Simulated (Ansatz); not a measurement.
# CdSe (F-43m) in Ansatz: a series of runs

One crystal, CdSe, is run at these levels: PBEsol; tasks: band structure.

All numbers are computed with Ansatz 0.2.0; they aren't measurements. Logs are shortened: lines on timing, memory, paths and dates and some standing lists are left out, and cuts for length are marked.

## (1) The structure

The structure is cubic, space group F-43m (No. 216). The conventional cell has a = 6.141 Å, b = 6.141 Å, c = 6.141 Å, α = 90.00°, β = 90.00°, γ = 90.00°. Around Cd (site symmetry -43m) lie 4 Se at 2.66 Å. Se (site symmetry -43m) is surrounded by 4 Cd at 2.66 Å.

Measurements of this composition are mostly on another form, of space group No. 186.

## (2) Band structure, PBEsol

The input, input.yaml:

```yaml
crystal:
  lattice:
    - [0.0, 3.0702711986, 3.0702711986]
    - [3.0702711986, 0.0, 3.0702711986]
    - [3.0702711986, 3.0702711986, 0.0]
  atoms:
    - { symbol: Cd, position: [0.0, 0.0, 0.0] }
    - { symbol: Se, position: [0.25, 0.25, 0.25] }
kpoints:
  mp_grid: { grid: [6, 6, 6] }
  band_path:
    path:
      - [0.0, 0.0, 0.0]
      - [0.5, 0.0, 0.5]
      - [0.5, 0.25, 0.75]
      - [0.375, 0.375, 0.75]
      - [0.0, 0.0, 0.0]
      - [0.5, 0.5, 0.5]
      - [0.625, 0.25, 0.625]
      - [0.5, 0.25, 0.75]
    npoints: 10
scf:
  occupations: { method: fermi_dirac, width: 0.05 }
hamiltonian:
  xc: pbesol
  pseudopotentials: { kind: all_electron, lapw: { basis_error: 0.001 } }
output:
  forces: true
  stress: true
  eigenvalues: true
```

Potentials or basis: all-electron LAPW, scalar-relativistic.

Started as:

```bash
$ ansatz run input.yaml --threads 1 --pin off --max-ram 3072MiB --backend cpu --events-out ev --progress --plain --runs-dir out
```

Standard output:

```text
Warning: RAYON_NUM_THREADS=1 ignored (pool sized by the plan → 1); use --threads N
LAPW: plane waves up to 8.362 Å⁻¹, error target 1.0e-3 eV per atom; small_component_spin mean_spin; Se in spheres of 1.276 Å, 24 of its electrons in bands, Dirac shells []; Cd in spheres of 1.383 Å, 20 of its electrons in bands, Dirac shells [] (how accurate: hamiltonian.pseudopotentials.lapw.basis_error, Limitations)
Engine: ansatz 0.2.0, aarch64-unknown-linux-gnu
Pseudopotentials: kind: all_electron
Pseudopotential: Cd, LAPW, valence charge 20, lapw/all_electron/scalar/gaussian/Cd, Koelling and Harmon's equation, gaussian nucleus
Pseudopotential: Se, LAPW, valence charge 24, lapw/all_electron/scalar/gaussian/Se, Koelling and Harmon's equation, gaussian nucleus
Functional definition: PBEsol
  exchange = pbesol_x
  correlation = pbesol_c
Crystal: 2 atoms, lattice volume = 57.884 Å³
Basis set: ecut = 266.3887895163824 eV, 537 PW (Γ), exchange–correlation at level 2
Bands: 27, of which v1, the nominal top of the filled ones, is band 22 counted from 1 (21 counted from 0)
Symmetry: 24 space group operations
Space group: F-43m (ITA 216), of the structure as read, at distance tolerance 3.9e-5 Å
k-points: 16 of 216 (time reversal used)
Non-local potential: Cd, projectors of the file, none
Non-local potential: Se, projectors of the file, none
Initial density: superposition of atomic densities (chi_scale 0.1, normalization cell, long waves kept (reshape's long-wave potential 0.00 eV rms))
Initial wavefunctions: plane waves of lowest kinetic energy (no species holds an atomic orbital)
Functional: x = pbesol(κ = 0.804, μ = 0.12345679012345678), c = pbesol(β = 0.046)
iter 1 solved again at ethr=2.10e-3 eV; its pass at ethr=1.00e-1 eV (dr2=9.24e-1 eV) is discarded
SCF iter   1: F=—  HF=-218247.372957 eV  |F-HF|=—  |Δ(HF+E_count)|=         —  Δρ=2.74e-2  dr2=9.25e-1  ethr=2.10e-3  ⟨swp⟩=2.0  Hψ=2739  notcnv=0
preconditioner: auto → none  [insulator: Δε(μ)=0.923 eV  Ē_g=12.256 eV  σ=0.050 eV  W_gap=1.00  n_scr=14 (ndim 8)  ℏωp=20.7 eV  f_vac=0.230  D(μ)=0.00/eV (n_scr^D=0)  ε∞_Penn≈3.9]
iter 2 solved again at ethr=4.90e-5 eV; its pass at ethr=2.10e-3 eV (dr2=2.16e-2 eV) is discarded
SCF iter   2: F=—  HF=-218247.046524 eV  |F-HF|=—  |Δ(HF+E_count)|=   3.26e-1  Δρ=7.21e-3  dr2=2.16e-2  ethr=4.90e-5  ⟨swp⟩=2.0  Hψ=2236  notcnv=0
SCF iter   3: F=—  HF=-218247.006756 eV  |F-HF|=—  |Δ(HF+E_count)|=   3.98e-2  Δρ=4.20e-3  dr2=1.07e-2  ethr=4.90e-5  ⟨swp⟩=2.9  Hψ=1346  notcnv=0
SCF iter   4: F=—  HF=-218247.004957 eV  |F-HF|=—  |Δ(HF+E_count)|=   1.80e-3  Δρ=1.28e-3  dr2=9.11e-4  ethr=2.43e-5  ⟨swp⟩=2.0  Hψ=1234  notcnv=0
SCF iter   5: F=—  HF=-218247.004853 eV  |F-HF|=—  |Δ(HF+E_count)|=   1.04e-4  Δρ=1.64e-4  dr2=9.85e-6  ethr=2.07e-6  ⟨swp⟩=2.0  Hψ=1234  notcnv=0
SCF iter   6: F=—  HF=-218247.004856 eV  |F-HF|=—  |Δ(HF+E_count)|=   3.09e-6  Δρ=3.57e-5  dr2=5.92e-7  ethr=2.24e-8  ⟨swp⟩=2.2  Hψ=1237  notcnv=0
SCF iter   7: F=-218247.004857 eV  HF=-218247.004857 eV  |F-HF|=4.68e-8  |Δ(HF+E_count)|=   9.07e-7  Δρ=6.91e-6  dr2=1.93e-8  ethr=1.35e-9  ⟨swp⟩=3.0  Hψ=1299  notcnv=0
SCF 1 converged in 7 iterations: F = -218247.004857 eV  dr2 = 1.93e-8
NSCF: frozen V_eff on 71 k-points
SCF converged after 7 iterations
Free energy (F): -218247.004857 eV
Harris-Foulkes:  -218247.004857 eV  (|F-HF|=4.68e-8)
Internal energy: -218247.004727 eV  (E = F + TS)
E sigma→0 (E₀):  -218247.004792 eV
Entropy (-TS):   -0.000130 eV (-0.065 meV/atom)
Fermi energy:    7.858847 eV
--- Per-component energies (eV) ---
  E_band       = -2111.889556
  E_kinetic    = 227029.586664
  E_xc         = -6488.161369
  E_electrostatic = -438788.430022  (all electrons and nuclei)
  E_smearing   = -0.000130  (= −TS)
  E_closure    = 0.000000  (closes the sum)
  E_atoms      = -218240.837515  (free atoms, spherical and without spin; not in F)
  Σ components = -218247.004857   (vs F -218247.004857, Δ=0.00e0)
  Basis errors (estimates in eV, not in F): energy 4.3e-4 per atom: plane waves 4.0e-4 (2.3e-4 summed), levels above the bands 4.3e-86, relativity 1.3e-8, radial functions 3.4e-5, core shells 5.7e-7; eigenvalues (radial functions only) 1.4e-6; not estimated: angular momenta, meshes, grids; target (lapw.basis_error) 1.0e-3; muffin-tin radii Se 1.276 Å, Cd 1.383 Å
--- Forces (eV/Å), atoms counted from 1 ---
  atom   1  Cd    -0.00000000     0.00000000     0.00000000
  atom   2  Se     0.00000000    -0.00000000    -0.00000000
  max |Σ_I F_I| component: 1.85e-17 eV/Å
--- Stress (GPa, compression-positive) ---
       -1.377550       0.000000      -0.000000
        0.000000      -1.377550       0.000000
       -0.000000       0.000000      -1.377550
  P = ⅓ Tr σ = -1.3775 GPa (-13.775 kbar)
--- Band table (eV; the first three rows and the last of 16) ---
  k-point 0: bands = ["-198.9393", "-138.6033", "-138.6033", "-138.6033", "-93.8361", "-54.9359", "-54.9359", "-54.9359", "-39.0367", "-39.0367", "-39.0367", "-39.0336", "-39.0336", "-4.8484", "-0.2030", "-0.2030", "-0.2030", "0.1474", "0.1474", "7.6166", "7.6166", "7.6166", "8.0403", "13.4799", "13.4799", "13.4799", "17.0987"]
  k-point 1: bands = ["-198.9393", "-138.6033", "-138.6033", "-138.6033", "-93.8361", "-54.9359", "-54.9359", "-54.9359", "-39.0367", "-39.0367", "-39.0367", "-39.0336", "-39.0336", "-4.7608", "-0.1760", "-0.1760", "-0.1194", "0.1465", "0.1465", "5.9089", "7.4158", "7.4158", "9.3796", "13.2012", "13.7937", "13.7937", "17.6370"]
  k-point 2: bands = ["-198.9393", "-138.6033", "-138.6033", "-138.6033", "-93.8361", "-54.9361", "-54.9359", "-54.9359", "-39.0368", "-39.0367", "-39.0367", "-39.0336", "-39.0336", "-4.5825", "-0.1311", "-0.1311", "0.1565", "0.1565", "0.1628", "4.1654", "7.0604", "7.0604", "9.8829", "13.9864", "14.0390", "14.0390", "17.2203"]
  k-point 15: bands = ["-198.9393", "-138.6033", "-138.6033", "-138.6033", "-93.8361", "-54.9361", "-54.9360", "-54.9360", "-39.0368", "-39.0367", "-39.0367", "-39.0336", "-39.0336", "-4.3808", "-0.0268", "-0.0103", "0.0879", "0.1732", "0.5675", "3.6940", "5.5531", "5.5721", "11.8825", "12.1087", "15.0140", "15.4832", "17.7908"]
```

It took 15 s on 1 thread of Arm Neoverse V2, shared host; peak memory 0.26 GiB.

What came out:

```yaml
Free_energy: -218247.0049 eV
Pressure: -1.4 GPa
Band_gap_on_the_k_mesh: 0.42 eV, direct
Band_gap_along_the_path: 0.42 eV, direct
```

Levels at the corners of the path, in eV from the valence-band top:
```tsv
point	band 20	band 21	band 22	band 23	band 24	band 25
Γ	0.00	0.00	0.00	0.42	5.86	5.86
X	-3.99	-1.78	-1.78	3.06	3.65	8.82
W	-3.90	-2.16	-2.12	4.87	5.10	6.31
K	-3.93	-2.43	-1.46	3.61	5.01	8.05
Γ	0.00	0.00	0.00	0.42	5.86	5.86
L	-4.27	-0.72	-0.72	2.26	6.37	6.37
U	-3.93	-2.43	-1.46	3.61	5.01	8.05
W	-3.90	-2.16	-2.12	4.87	5.10	6.31
```

Expect the measured gap to be larger: semilocal functionals such as PBEsol lack the derivative discontinuity.

## (3) Band structure, PBEsol, spin-orbit coupling, no magnetisation

Changes to input.yaml since step 2:

```diff
@@ -26,2 +26,5 @@
   pseudopotentials: { kind: all_electron, lapw: { basis_error: 0.001 } }
+magnetization:
+  noncollinear: true
+  spin_orbit: true
 output:
```

Potentials or basis: all-electron LAPW, relativistic spinors.

Started as:

```bash
$ ansatz run input.yaml --threads 1 --pin off --max-ram 3072MiB --backend cpu --events-out ev --progress --plain --runs-dir out
```

It took 85 s on 1 thread of Arm Neoverse V2, shared host; peak memory 0.42 GiB.

The run converged. Its results:

| Item | Value |
| --- | --- |
| Free energy | -218288.7350 eV |
| Pressure | -1.4 GPa |
| Band gap on the k mesh | 0.30 eV, direct |
| Band gap along the path | 0.30 eV, direct |

Levels at the corners of the path, in eV from the valence-band top:
```tsv
point	band 41	band 42	band 43	band 44	band 45	band 46	band 47	band 48
Γ	0.00	0.00	0.00	0.00	0.30	0.30	5.46	5.46
X	-1.97	-1.97	-1.84	-1.84	2.94	2.94	3.54	3.54
W	-2.39	-2.24	-2.22	-2.21	4.64	4.83	4.97	5.01
K	-2.61	-2.52	-1.58	-1.57	3.48	3.49	4.84	4.94
Γ	0.00	0.00	0.00	0.00	0.30	0.30	5.46	5.46
L	-0.96	-0.96	-0.72	-0.72	2.13	2.13	6.15	6.15
U	-2.61	-2.52	-1.58	-1.57	3.48	3.49	4.84	4.94
W	-2.39	-2.24	-2.22	-2.21	4.64	4.83	4.97	5.01
```
